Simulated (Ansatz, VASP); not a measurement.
## Two plane-wave programs on Si3N4

```
CELL_PARAMETERS angstrom
0.00000 3.89462 3.89462
3.89462 0.00000 3.89462
3.89462 3.89462 0.00000
ATOMIC_POSITIONS crystal
Si 0.12500 0.12500 0.62500
Si 0.12500 0.62500 0.12500
Si 0.62500 0.12500 0.12500
Si 0.12500 0.12500 0.12500
Si 0.75000 0.75000 0.75000
Si 0.50000 0.50000 0.50000
N 0.36754 0.36754 0.36754
N 0.35263 0.88246 0.88246
N 0.88246 0.88246 0.35263
N 0.88246 0.35263 0.88246
N 0.36754 0.36754 0.89737
N 0.36754 0.89737 0.36754
N 0.88246 0.88246 0.88246
N 0.89737 0.36754 0.36754
```

Alike in both runs: functional PBE; k mesh 6 × 6 × 6; occupations gaussian, width 0.02 eV; no spin polarisation.

Ansatz relaxed the structure, and its values are those at the end. VASP's run is a single point on that final structure, the one shown.

```csv
,VASP,Ansatz
version,VASP 6.6.1,Ansatz 0.2.0
potentials or method,"VASP PAW PBE potentials, release 64 (Si, N)","scalar-relativistic, plane waves, PAW"
plane-wave cutoff (eV),520,420
valence electrons in the cell,64,64
```

|  | VASP | Ansatz | Ansatz less VASP |
| --- | --- | --- | --- |
| gap on the k mesh at the Fermi level (eV) | 3.33 | 3.34 | +0.011 |
| least direct gap on the mesh (eV) | 3.37 | 3.38 | +0.011 |
| pressure (GPa) | -0.2 | 0.0 | +0.19 |
| rms of the force components (eV/Å) | 0.003 | 0.000 | -0.0030 |

The functional is the same, so the differences come from potentials, cutoffs and numerics.

A k mesh can miss the band edges.
